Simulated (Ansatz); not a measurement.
# FeO (P4_2/mmc) in Ansatz: settings compared

Aim: see how the results for FeO move with the level of theory and the settings. Levels: PBEsol, PBEsol+U. Tasks: projected density of states.

Program: Ansatz 0.2.0. These are calculated values, not measurements. Logs are shortened: lines on timing, memory, paths and dates and some standing lists are left out, and cuts for length are marked.

## 1. The structure

It takes space group P4_2/mmc (No. 131, tetragonal). The conventional cell has a = 3.046 Å, b = 3.046 Å, c = 5.464 Å, α = 90.00°, β = 90.00°, γ = 90.00°. Fe (site symmetry mmm) is surrounded by 4 O at 2.05 Å. Around O (site symmetry -4m2) lie 4 Fe at 2.05 Å.

The cell comes from a database or a generator and needn't be the stable form of this composition.

## 2. Projected density of states, PBEsol, collinear spin, ferromagnetic start

input.yaml reads:

```yaml
crystal:
  lattice:
    - [3.0458920022, 0.0, 0.0]
    - [0.0, 3.0458920022, 0.0]
    - [0.0, 0.0, 5.464211507]
  atoms:
    - { symbol: Fe, position: [0.5, 0.0, 0.5], spin: 3.0 }
    - { symbol: Fe, position: [0.0, 0.5, 0.0], spin: 3.0 }
    - { symbol: O, position: [0.5, 0.5, 0.25] }
    - { symbol: O, position: [0.5, 0.5, 0.75] }
hamiltonian:
  xc: pbesol
  pseudopotentials: { kind: paw }
magnetization:
  spin_polarized: true
kpoints:
  mp_grid: { grid: [9, 9, 5] }
scf:
  occupations: { method: fermi_dirac, width: 0.05 }
  n_extra_bands: 10
output:
  forces: true
  stress: true
  eigenvalues: true
  dos: { projected: true, de: 0.05, nscf_kmesh: { grid: [14, 14, 8] } }
```

Potentials or basis: Ansatz PAW.

Run with:

```
$ ansatz run input.yaml --threads 2 --pin off --max-ram 5632MiB --backend cpu --events-out ev --progress --plain --runs-dir out
```

The program printed:

```text
Warning: RAYON_NUM_THREADS=2 ignored (pool sized by the plan → 2); use --threads N
scf.n_extra_bands = 10 over 22 filled bands (N_el = 44.0): the run solves 32 bands
Engine: ansatz 0.2.0, aarch64-unknown-linux-gnu
Pseudopotentials: kind: paw
Pseudopotential: Fe, paw, valence charge 16, recommended cutoff 420 eV (normal), Fe.paw.azcp
Pseudopotential: O, paw, valence charge 6, recommended cutoff 420 eV (normal), O.paw.azcp
Functional definition: PBEsol
  exchange = pbesol_x
  correlation = pbesol_c
Crystal: 4 atoms, lattice volume = 50.694 Å³
Basis set: ecut = 420 eV, 987 PW (Γ), exchange–correlation on 48×48×80 points (8 copies of the dense FFT grid, shifted against one another)
Bands: 32, of which v1, the nominal top of the filled ones, is band 22 counted from 1 (21 counted from 0)
Symmetry: 16 space group operations
Space group: P42/mmc (ITA 131), of the structure as read, at distance tolerance 3.7e-5 Å
Magnetic group: BNS 131.435 (UNI 1095), of the structure as read, at distance tolerance 3.7e-5 Å
k-points: 45 of 405
Non-local potential: Fe, projectors of the file, l = 0: 3, l = 1: 2, l = 2: 3, l = 3: 1
Non-local potential: O, projectors of the file, l = 0: 2, l = 1: 2, l = 2: 1
PAW form: soft (Blöchl's): semilocal exchange-correlation on the pseudo side does not see the compensation charge
PAW frozen core: Fe, regenerated for the run's functional, and the local potential with it (the file was generated under x = pbe(κ = 0.804, μ = 0.2195149727645171), c = pbe(β = 0.06672455060314922))
PAW frozen core: O, regenerated for the run's functional, and the local potential with it (the file was generated under x = pbe(κ = 0.804, μ = 0.2195149727645171), c = pbe(β = 0.06672455060314922))
PAW one-centre angular grid: Fe, 590 points (default); XC on 64 Gauss nodes
PAW one-centre angular grid: O, 110 points (default); XC on 64 Gauss nodes
Initial density: superposition of atomic densities (chi_scale 0.1, normalization cell, long waves kept (reshape's long-wave potential 0.00 eV rms))
Starting moments: Σ|m| = 6 μB on 2 of 4 sites
Initial wavefunctions: pseudopotential atomic-orbital guess
Functional: x = pbesol(κ = 0.804, μ = 0.12345679012345678), c = pbesol(β = 0.046)
SCF iter   1: F=—  HF=-10016.668413 eV  |F-HF|=—  |Δ(HF+E_count)|=         —  Δρ=8.65e-2 (↑8.65e-2 ↓6.69e-2)  dr2=9.79e0  dr2_m=2.01e-1  M=5.774 μB ∫|m|=5.811 μB  β_m=0.30  ethr=3.10e-3  ⟨swp⟩=5.3  Hψ=10257  notcnv=0  defer=24
Mixer restart at iter 1: flushing history
preconditioner: auto → Kerker (q_TF=auto, 2.665 Å⁻¹)  [metal: Δε(μ)=0.008 eV  Ē_g=10.573 eV  σ=0.050 eV  W_gap=0.04  n_scr=16 (ndim 8)  ℏωp=27.6 eV  f_vac=0.000  D(μ)=6.89/eV (n_scr^D=108)]
spin=Collinear: Kerker preconditioning applied to the charge; magnetization (m = ρ↑ − ρ↓) channel mixes plain (no charge-response kernel on spin).
SCF iter   2: F=—  HF=-10016.931602 eV  |F-HF|=—  |Δ(HF+E_count)|=   2.63e-1  Δρ=4.71e-2 (↑4.71e-2 ↓3.34e-2)  dr2=9.89e-1  dr2_m=5.12e-1  M=6.440 μB ∫|m|=6.481 μB  β_m=0.36  ethr=3.10e-3  ⟨swp⟩=3.7  Hψ=6438  notcnv=0  defer=211
SCF iter   3: F=—  HF=-10017.141584 eV  |F-HF|=—  |Δ(HF+E_count)|=   2.10e-1  Δρ=3.17e-2 (↑3.17e-2 ↓3.00e-2)  dr2=2.61e-1  dr2_m=3.64e-1  M=6.751 μB ∫|m|=6.804 μB  β_m=0.27  ethr=2.25e-3  ⟨swp⟩=2.0  Hψ=4104  notcnv=0  defer=219
SCF iter   4: F=—  HF=-10017.180714 eV  |F-HF|=—  |Δ(HF+E_count)|=   3.91e-2  Δρ=2.22e-2 (↑1.82e-2 ↓2.22e-2)  dr2=7.62e-2  dr2_m=1.61e-1  M=6.977 μB ∫|m|=7.046 μB  β_m=0.61  ethr=5.93e-4  ⟨swp⟩=2.2  Hψ=3801  notcnv=0  defer=219
SCF iter   5: F=—  HF=-10017.192659 eV  |F-HF|=—  |Δ(HF+E_count)|=         —  Δρ=8.11e-3 (↑7.64e-3 ↓8.11e-3)  dr2=1.28e-2  dr2_m=2.47e-2  M=7.426 μB ∫|m|=7.524 μB  β_m=0.61  ethr=1.73e-4  ⟨swp⟩=2.3  Hψ=5459  notcnv=0  defer=227
Mixer restart at iter 5: flushing history
SCF iter   6: F=—  HF=-10017.192227 eV  |F-HF|=—  |Δ(HF+E_count)|=   4.32e-4  Δρ=4.82e-3 (↑4.33e-3 ↓4.82e-3)  dr2=3.74e-3  dr2_m=8.30e-3  M=7.456 μB ∫|m|=7.557 μB  β_m=0.80  ethr=2.91e-5  ⟨swp⟩=1.9  Hψ=4140  notcnv=0  defer=226
SCF iter   7: F=—  HF=-10017.192426 eV  |F-HF|=—  |Δ(HF+E_count)|=   1.99e-4  Δρ=8.13e-4 (↑2.91e-4 ↓8.13e-4)  dr2=2.36e-4  dr2_m=6.85e-5  M=7.481 μB ∫|m|=7.587 μB  β_m=0.88  ethr=8.50e-6  ⟨swp⟩=2.0  Hψ=4507  notcnv=0  defer=226
SCF iter   8: F=—  HF=-10017.192561 eV  |F-HF|=—  |Δ(HF+E_count)|=   1.35e-4  Δρ=2.51e-4 (↑1.98e-4 ↓2.51e-4)  dr2=3.82e-5  dr2_m=8.52e-6  M=7.476 μB ∫|m|=7.583 μB  β_m=0.94  ethr=5.35e-7  ⟨swp⟩=2.5  Hψ=4749  notcnv=0  defer=226
SCF iter   9: F=—  HF=-10017.192584 eV  |F-HF|=—  |Δ(HF+E_count)|=   2.31e-5  Δρ=2.60e-4 (↑2.60e-4 ↓1.32e-4)  dr2=3.36e-5  dr2_m=7.69e-6  M=7.478 μB ∫|m|=7.585 μB  β_m=0.81  ethr=8.68e-8  ⟨swp⟩=2.0  Hψ=4825  notcnv=0  defer=226
SCF iter  10: F=—  HF=-10017.192571 eV  |F-HF|=—  |Δ(HF+E_count)|=   1.29e-5  Δρ=1.11e-4 (↑6.25e-5 ↓1.11e-4)  dr2=6.38e-6  dr2_m=1.40e-6  M=7.479 μB ∫|m|=7.585 μB  β_m=0.90  ethr=7.63e-8  ⟨swp⟩=2.0  Hψ=4721  notcnv=0  defer=226
SCF iter  11: F=—  HF=-10017.192574 eV  |F-HF|=—  |Δ(HF+E_count)|=   3.40e-6  Δρ=1.93e-5 (↑1.63e-5 ↓1.93e-5)  dr2=3.36e-7  dr2_m=8.73e-8  M=7.481 μB ∫|m|=7.588 μB  β_m=0.95  ethr=1.45e-8  ⟨swp⟩=2.0  Hψ=4166  notcnv=0  defer=226
SCF iter  12: F=—  HF=-10017.192574 eV  |F-HF|=—  |Δ(HF+E_count)|=   9.67e-8  Δρ=8.34e-6 (↑6.42e-6 ↓8.34e-6)  dr2=1.93e-8  dr2_m=1.87e-8  M=7.481 μB ∫|m|=7.588 μB  β_m=0.98  ethr=7.64e-10  ⟨swp⟩=2.0  Hψ=3978  notcnv=0  defer=226
SCF iter  13: F=-10017.192574 eV  HF=-10017.192574 eV  |F-HF|=4.51e-9  |Δ(HF+E_count)|=   1.37e-8  Δρ=4.00e-6 (↑3.88e-6 ↓4.00e-6)  dr2=8.06e-9  dr2_m=4.74e-9  M=7.481 μB ∫|m|=7.588 μB  ethr=4.39e-11  ⟨swp⟩=6.9  Hψ=11473  notcnv=0
SCF 1 converged in 13 iterations: F = -10017.192574 eV  dr2 = 8.06e-9
WARN: an SCF from antiferromagnetic starting moments (-3.48, 3.48, 0.00, 0.00 Bohr magnetons, atom by atom) was not made, by what the run has read of turns of its moments that order reads lower: the deck asks for what bars it, or types moments that do (magnetization.spin_polarized, in the input reference, names some of the keys), or the run goes by scf.lower_state_search: light, the default, which as a rule tries one only behind a close that has lost an order of both signs, or on which an open d or half-filled 4f shell of a PAW file has lost a moment that was set nearer to Hund's than to what is left; or, under a Hubbard U, one that names an f shell that the input leaves bare beside given moments, or a larger moment for a shell of low spin that is given one. standard, with a start from the atoms, tries one behind each close (in a relaxation, ahead of its steps or at their end). To set out from that order, type those moments (crystal.atoms[].spin; where shells were raised to Hund's moment, beside crystal.symmetry.detect: false) under scf.lower_state_search: light. The bands of the close that named these starting moments, or of the one ahead of a search that led to it (under cold or Methfessel-Paxton smearing those of the Gaussian ahead of it) read a cost of -622.97 meV for the turn to them, carried on from a small turn (-622.97 by the pairs of d shells alone)
NSCF: frozen V_eff on 180 k-points
SCF converged after 13 iterations
Magnetization: 7.4813 μB (25.7407 up, 18.2593 down)
Absolute magnetization: 7.5882 μB (∫|ρ↑−ρ↓|, with the PAW one-centre terms)
Spin contamination: 0.0734 ħ² per cell (⟨S²⟩ above its minimum at these occupations)
Per-site moments (μB) at R_I (Å): [(3.2240072017838868, 0.8439093708699928), (3.224007201783891, 0.843909370869993), (0.22389467424546514, 0.843909370869993), (0.22389467424546503, 0.8439093708699928)]
Free energy (F): -10017.192574 eV
Harris-Foulkes:  -10017.192574 eV  (|F-HF|=4.51e-9)
Internal energy: -10017.144644 eV  (E = F + TS)
E sigma→0 (E₀):  -10017.168609 eV
Entropy (-TS):   -0.047930 eV (-11.983 meV/atom)
Fermi energy:    10.188099 eV
--- Per-component energies (eV) ---
  E_band       = -713.084156
  E_kinetic    = 1022.499265
  E_local      = -6104.313364  (includes V_loc(G=0)·N_el)
  E_nonlocal   = 555.217135
  E_hartree    = 2481.658119
  E_xc         = -369.671464
  E_vxc        = -476.230263  (∫ρ·V_xc dr)
  E_paw        = -2980.189096  (= ΣΔE_a)
  E_vpaw       = -673.579868  (= ΣTr[D̂ρ^β])
  E_aug_tail   = 0.005898  (compensation charges beyond the density's cutoff)
  E_ewald      = -4622.780117
  E_core_change = 0.428979  (= ΣΔE_core)
  E_smearing   = -0.047930  (= −TS)
  E_closure    = -0.000000  (closes the sum)
  Σ components = -10017.192574   (vs F -10017.192574, Δ=0.00e0)
--- Forces (eV/Å), atoms counted from 1 ---
  atom   1  Fe     0.00000000    -0.00000000    -0.00000000
  atom   2  Fe     0.00000000     0.00000000     0.00000000
  atom   3  O      0.00000000     0.00000000    -0.00000000
  atom   4  O      0.00000000     0.00000000     0.00000000
  max |Σ_I F_I| component: 8.67e-19 eV/Å
--- Stress (GPa, compression-positive) ---
      -13.899204       0.000000       0.000000
        0.000000     -13.899204       0.000000
        0.000000       0.000000     -19.201544
  P = ⅓ Tr σ = -15.6667 GPa (-156.667 kbar)
--- Band table (eV; the first three rows and the last of 90) ---
  k-point 0 ↑: bands = ["-79.3885", "-79.3875", "-45.7688", "-45.7688", "-45.5731", "-45.5588", "-45.2894", "-45.2894", "-9.5004", "-8.4780", "1.9810", "4.2523", "4.2523", "5.7848", "6.3247", "6.4156", "6.4156", "6.4840", "6.9775", "6.9902", "7.0648", "7.0804", "7.0804", "7.6312", "10.2831", "10.2831", "10.6403", "14.7685", "16.3257", "22.4022", "23.3539", "23.3539"]
  k-point 1 ↑: bands = ["-79.3884", "-79.3876", "-45.7688", "-45.7688", "-45.5718", "-45.5602", "-45.2894", "-45.2894", "-9.4154", "-8.5914", "2.2988", "4.2796", "4.2796", "5.5376", "6.0978", "6.1231", "6.1231", "6.3277", "6.9857", "7.0564", "7.1069", "7.4682", "7.4682", "7.5259", "10.1330", "10.1330", "11.1289", "14.0952", "17.3091", "22.4805", "22.8981", "23.5008"]
  k-point 2 ↑: bands = ["-79.3881", "-79.3879", "-45.7688", "-45.7688", "-45.5682", "-45.5638", "-45.2894", "-45.2894", "-9.1824", "-8.8695", "3.1678", "4.3291", "4.3291", "4.3755", "5.8363", "5.8363", "6.1708", "6.2967", "7.0075", "7.0344", "7.1761", "7.3129", "7.9574", "7.9574", "9.8367", "9.8367", "12.1061", "13.1177", "19.0948", "21.1183", "22.7297", "23.1669"]
  k-point 44 ↓: bands = ["-75.4404", "-75.4403", "-41.7437", "-41.7407", "-41.7248", "-41.7234", "-41.6309", "-41.6307", "-8.0676", "-7.9922", "4.6836", "4.7453", "5.0067", "5.2117", "5.3683", "5.5610", "9.4715", "9.8088", "10.4031", "10.4045", "10.7472", "10.7783", "11.2663", "11.2800", "12.0231", "12.4717", "13.6176", "14.6892", "20.4924", "20.5871", "21.0779", "21.2193"]
```

Run time: 16 s. Hardware: 2 threads of Arm Neoverse V2, shared host; peak memory 0.48 GiB.

Results:

| Property | Result |
| --- | --- |
| Free energy | -10017.1926 eV |
| Pressure | -15.7 GPa |
| Band gap on the k mesh | none (metal or under the smearing width) |
| Net moment | 7.48 μB per cell |
| Absolute moment | 7.59 μB per cell |
| Site moments | Fe +3.22; O +0.22 μB |
| Density of states at the Fermi level | 5.90 states/eV per cell |

Stress tensor (GPa, compression positive):
```
-13.90   0.00   0.00
  0.00 -13.90   0.00
  0.00   0.00 -19.20
```

States per cell in windows of 1 eV (zero at the Fermi level; states under -8 eV left out):
```tsv
from (eV)	up	down	Fe 3d up	Fe 3d down	O 2p down	O 2p up	Fe 4s up	Fe 4s down
-8.0	0.54	0.06	0.15	0.01	0.04	0.33	0.05	0.01
-7.0	2.13	0.85	0.74	0.11	0.63	1.25	0.12	0.10
-6.0	1.95	1.72	0.73	0.25	1.31	1.15	0.03	0.11
-5.0	1.32	2.21	0.51	0.44	1.70	0.77	0.02	0.03
-4.0	4.41	1.14	4.08	0.11	1.00	0.22	0.08	0.01
-3.0	3.31	0.08	2.35	0.04	0.02	0.79	0.12	0.01
-2.0	0.84	0.80	0.55	0.64	0.02	0.22	0.03	0.12
-1.0	1.35	1.52	0.64	1.37	0.04	0.65	0.02	0.06
0.0	0.14	5.52	0.06	5.11	0.28	0.07	0.01	0.08
1.0	0.10	0.82	0.01	0.62	0.11	0.02	0.04	0.02
2.0	0.41	1.37	0.02	0.89	0.36	0.06	0.14	0.04
3.0	0.65	0.67	0.03	0.11	0.09	0.10	0.20	0.13
4.0	0.79	0.45	0.03	0.08	0.08	0.12	0.38	0.14
5.0	0.08	0.78	0.00	0.08	0.11	0.01	0.03	0.32
6.0	0.23	0.11	0.00	0.00	0.01	0.01	0.06	0.04
7.0	0.37	0.30	0.00	0.01	0.01	0.01	0.07	0.06
```

Caveat: the magnetic or orbital state may not be the lowest; the pressure holds a Pulay correction of +0.5 GPa for the finite cutoff; semilocal functionals often make such compounds metallic where correlation or magnetic order opens a gap, which also shifts bond lengths; only a ferromagnetic start was run, and an antiferromagnetic order may lie lower in energy; the PAW data sets come from PBE, with cores solved anew for the run's functional, which leaves a small shift of forces and pressure; the density of states is complete only up to the lowest level of the last band computed. With open d or f shells a metallic result of PBEsol can be an artefact of self-interaction; +U or a hybrid may open a gap.

## 3. Projected density of states, PBEsol+U, collinear spin, ferromagnetic start

input.yaml: that of step 2 with these lines changed.

```diff
@@ -13,2 +13,3 @@
   pseudopotentials: { kind: paw }
+  hubbard: { sites: [{ species: Fe, l: d, u_eff: 1.0 }] }
 magnetization:
```

Potentials or basis: Ansatz PAW.

Run with:

```
$ ansatz run input.yaml --threads 2 --pin off --max-ram 5632MiB --backend cpu --events-out ev --progress --plain --runs-dir out
```

It took 18 s on 2 threads of Arm Neoverse V2, shared host; peak memory 0.58 GiB.

Results (log left out):

```
Free energy                          : -10016.3269 eV
Pressure                             : -11.3 GPa
Band gap on the k mesh               : none (metal or under the smearing width)
Net moment                           : 7.97 μB per cell
Absolute moment                      : 8.09 μB per cell
Site moments                         : Fe +3.40; O +0.27 μB
Density of states at the Fermi level : 1.86 states/eV per cell
```

Stress tensor (GPa, compression positive):
```
 -9.47   0.00   0.00
  0.00  -9.47   0.00
  0.00   0.00 -14.91
```

Levels at points of the mesh, in eV from the Fermi level:
Spin up:
| k point | band 23 | band 24 | band 25 | band 26 | band 27 | band 28 | band 29 | band 30 |
| --- | --- | --- | --- | --- | --- | --- | --- | --- |
| (0.00, 0.00, 0.00) | -3.31 | -3.29 | -0.36 | -0.36 | 0.13 | 4.34 | 5.93 | 11.94 |
Spin down:
```csv
k point,band 15,band 16,band 17,band 18,band 19,band 20,band 21,band 22
"(0.00, 0.00, 0.00)",-3.34,-2.97,-2.79,-2.06,-0.42,0.68,0.68,0.81
```

States per cell in windows of 1 eV (zero at the Fermi level; states under -8 eV left out):
```
from (eV)    up  down  Fe 3d up  Fe 3d down  O 2p down  O 2p up  Fe 4s up  Fe 4s down
     -8.0  0.98  0.04      0.35        0.01       0.03     0.54      0.08        0.01
     -7.0  2.69  0.76      1.24        0.09       0.56     1.33      0.08        0.09
     -6.0  1.50  1.69      0.74        0.23       1.28     0.70      0.03        0.13
     -5.0  4.32  2.23      3.83        0.44       1.71     0.40      0.06        0.03
     -4.0  2.98  1.22      1.94        0.13       1.06     0.88      0.12        0.01
     -3.0  1.59  0.27      0.91        0.16       0.07     0.58      0.06        0.04
     -2.0  0.89  0.84      0.41        0.69       0.03     0.40      0.02        0.11
     -1.0  0.99  0.87      0.37        0.77       0.02     0.59      0.01        0.05
      0.0  0.04  5.46      0.01        5.11       0.23     0.01      0.01        0.07
      1.0  0.12  1.07      0.01        0.89       0.11     0.02      0.05        0.02
      2.0  0.54  1.62      0.02        1.06       0.38     0.08      0.17        0.06
      3.0  0.57  0.72      0.02        0.14       0.11     0.10      0.20        0.13
      4.0  0.73  0.47      0.02        0.08       0.09     0.11      0.35        0.15
      5.0  0.09  0.73      0.00        0.07       0.11     0.01      0.03        0.30
      6.0  0.26  0.12      0.00        0.00       0.01     0.01      0.06        0.04
      7.0  0.41  0.31      0.00        0.01       0.01     0.02      0.07        0.06
```

Eigenvalues of the final occupation matrices:
| site | spin | trace | eigenvalues |
| --- | --- | --- | --- |
| site 1 | 1 | 4.94 | 0.96 0.99 1.00 1.00 1.00 |
| site 1 | 2 | 1.29 | 0.07 0.14 0.18 0.23 0.68 |
| site 2 | 1 | 4.94 | 0.96 0.99 1.00 1.00 1.00 |
| site 2 | 2 | 1.29 | 0.07 0.14 0.18 0.23 0.68 |

Caveat: the magnetic or orbital state may not be the lowest; the pressure holds a Pulay correction of +0.5 GPa for the finite cutoff; only a ferromagnetic start was run, and an antiferromagnetic order may lie lower in energy; the PAW data sets come from PBE, with cores solved anew for the run's functional, which leaves a small shift of forces and pressure; the density of states is complete only up to the lowest level of the last band computed. The state reached can hang on the start; a lower one may exist.

(Part 1 of 2 ends here.)
